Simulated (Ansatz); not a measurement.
# Ti2Co: how settings move the results

This session on Ti2Co sets out to see how the occupation rule and width moves the results.

Method: DFT PBEsol, scalar-relativistic, plane waves, PAW, in Ansatz 0.2.0.

4 further runs of the same task are left out: 3 for a known fault of the program, 1 set aside as unsound or not needed.

## (1) The starting structure

Symmetry: Fd-3m, No. 227, cubic system. Conventional cell: a = 6.730 Å, b = 6.730 Å, c = 6.730 Å, α = 90.00°, β = 90.00°, γ = 90.00°. Ti (site symmetry -3m) has 6 Ti at 2.38 Å as nearest neighbours. Co (site symmetry -43m) is surrounded by 12 Ti at 2.79 Å and 4 Co at 2.91 Å.

As a file:

```
CELL_PARAMETERS angstrom
0.00000 3.36500 3.36500
3.36500 0.00000 3.36500
3.36500 3.36500 0.00000
ATOMIC_POSITIONS crystal
Ti 0.12500 0.12500 0.12500
Ti 0.62500 0.12500 0.12500
Ti 0.12500 0.12500 0.62500
Ti 0.12500 0.62500 0.12500
Co 0.50000 0.50000 0.50000
Co 0.75000 0.75000 0.75000
```

Source of the structure: the Crystallography Open Database. It is taken as it stands there.

## (2) The base run, which the others are set against

input.yaml reads:

```yaml
crystal:
  lattice:
    - [0.0, 3.365, 3.365]
    - [3.365, 0.0, 3.365]
    - [3.365, 3.365, 0.0]
  atoms:
    - { symbol: Ti, position: [0.125, 0.125, 0.125] }
    - { symbol: Ti, position: [0.625, 0.125, 0.125] }
    - { symbol: Ti, position: [0.125, 0.125, 0.625] }
    - { symbol: Ti, position: [0.125, 0.625, 0.125] }
    - { symbol: Co, position: [0.5, 0.5, 0.5], spin: 0.65 }
    - { symbol: Co, position: [0.75, 0.75, 0.75], spin: 0.65 }
basis:
  ecutwfc: 420
kpoints:
  mp_grid: { grid: [10, 10, 10] }
hamiltonian:
  xc: pbesol
scf:
  occupations: { method: gaussian, width: 0.1 }
output:
  forces: true
  stress: true
  eigenvalues: true
  populations: true
  write_density: true
  write_potential: true
  elf: true
  volumetric_format: npy
magnetization:
  spin_polarized: true
```

Its results, from an earlier run: -3346.4308 eV/atom at zero smearing, pressure 15.99 GPa, largest force 0.000 eV/Å, no gap on the mesh, site moments Co +0.54 (×2) μB, in 15 SCF cycles and 46 s.

## (3) Occupation rule and width: Gaussian 0.01 eV

input.yaml reads:

```yaml
crystal:
  lattice:
    - [0.0, 3.365, 3.365]
    - [3.365, 0.0, 3.365]
    - [3.365, 3.365, 0.0]
  atoms:
    - { symbol: Ti, position: [0.125, 0.125, 0.125] }
    - { symbol: Ti, position: [0.625, 0.125, 0.125] }
    - { symbol: Ti, position: [0.125, 0.125, 0.625] }
    - { symbol: Ti, position: [0.125, 0.625, 0.125] }
    - { symbol: Co, position: [0.5, 0.5, 0.5], spin: 0.59 }
    - { symbol: Co, position: [0.75, 0.75, 0.75], spin: 0.59 }
basis:
  ecutwfc: 420
kpoints:
  mp_grid: { grid: [10, 10, 10] }
hamiltonian:
  xc: pbesol
scf:
  occupations: { method: gaussian, width: 0.01 }
output:
  forces: true
  stress: true
  eigenvalues: true
  populations: true
magnetization:
  spin_polarized: true
```

On the command line:

```console
ansatz run input.yaml --threads 1 --pin off --max-ram 2560MiB --backend cpu --events-out ev --progress --plain --runs-dir out
```

## (4) Occupation rule and width: Gaussian 0.2 eV

input.yaml, as its differences from that of step 3:

```diff
@@ -19,3 +19,3 @@
 scf:
-  occupations: { method: gaussian, width: 0.01 }
+  occupations: { method: gaussian, width: 0.2 }
 output:
```

## (5) Occupation rule and width set to Gaussian 0.5 eV

input.yaml, as its differences from that of step 4:

```diff
@@ -19,3 +19,3 @@
 scf:
-  occupations: { method: gaussian, width: 0.2 }
+  occupations: { method: gaussian, width: 0.5 }
 output:
```

## (6) Occupation rule and width: Fermi–Dirac 0.2 eV

input.yaml, as its differences from that of step 5:

```diff
@@ -19,3 +19,3 @@
 scf:
-  occupations: { method: gaussian, width: 0.5 }
+  occupations: { method: fermi_dirac, width: 0.2 }
 output:
```

## (7) Occupation rule and width set to Fermi–Dirac 0.3 eV

input.yaml, as its differences from that of step 6:

```diff
@@ -19,3 +19,3 @@
 scf:
-  occupations: { method: fermi_dirac, width: 0.2 }
+  occupations: { method: fermi_dirac, width: 0.3 }
 output:
```

## (8) Occupation rule and width set to Fermi–Dirac 0.5 eV

input.yaml, as its differences from that of step 7:

```diff
@@ -19,3 +19,3 @@
 scf:
-  occupations: { method: fermi_dirac, width: 0.3 }
+  occupations: { method: fermi_dirac, width: 0.5 }
 output:
```

## (9) Occupation rule and width set to Methfessel–Paxton 0.02 eV

input.yaml, as its differences from that of step 8:

```diff
@@ -19,3 +19,3 @@
 scf:
-  occupations: { method: fermi_dirac, width: 0.5 }
+  occupations: { method: methfessel_paxton, width: 0.02 }
 output:
```

## (10) Occupation rule and width set to Methfessel–Paxton 0.05 eV

input.yaml, as its differences from that of step 9:

```diff
@@ -19,3 +19,3 @@
 scf:
-  occupations: { method: methfessel_paxton, width: 0.02 }
+  occupations: { method: methfessel_paxton, width: 0.05 }
 output:
```

## (11) Occupation rule and width set to Methfessel–Paxton 0.2 eV

input.yaml, as its differences from that of step 10:

```diff
@@ -19,3 +19,3 @@
 scf:
-  occupations: { method: methfessel_paxton, width: 0.05 }
+  occupations: { method: methfessel_paxton, width: 0.2 }
 output:
```

## (12) Occupation rule and width: cold 0.1 eV

input.yaml, as its differences from that of step 11:

```diff
@@ -19,3 +19,3 @@
 scf:
-  occupations: { method: methfessel_paxton, width: 0.2 }
+  occupations: { method: cold, width: 0.1 }
 output:
```

## (13) Occupation rule and width: cold 0.2 eV

input.yaml, as its differences from that of step 12:

```diff
@@ -19,3 +19,3 @@
 scf:
-  occupations: { method: cold, width: 0.1 }
+  occupations: { method: cold, width: 0.2 }
 output:
```

## (14) Occupation rule and width set to tetrahedron

input.yaml, as its differences from that of step 13:

```diff
@@ -19,3 +19,3 @@
 scf:
-  occupations: { method: cold, width: 0.2 }
+  occupations: { method: tetrahedron }
 output:
```

(Steps that only read results are left out.)

Q: Predict the outcome of the series: the values and the trend.

As calculated:

| quantity | value |
| --- | --- |
| largest energy shift, occupation rule and width | -26.9 meV/atom at Fermi–Dirac 0.5 |

In words: Smearing shifts the free energy by as much as 527 meV/atom (Fermi–Dirac 0.5); extrapolating to zero width leaves 26.9 at most. For the widths that shift F most, the extrapolation takes out most of the shift. In a metal, forces and stress under tetrahedra need not match the slope of their energy. The cell's moment varies from 0.00 to 1.52 μB over the series. The listed cell is far from this method's equilibrium (16.0 GPa, forces up to 0.00 eV/Å), so its values are not those of the relaxed crystal.
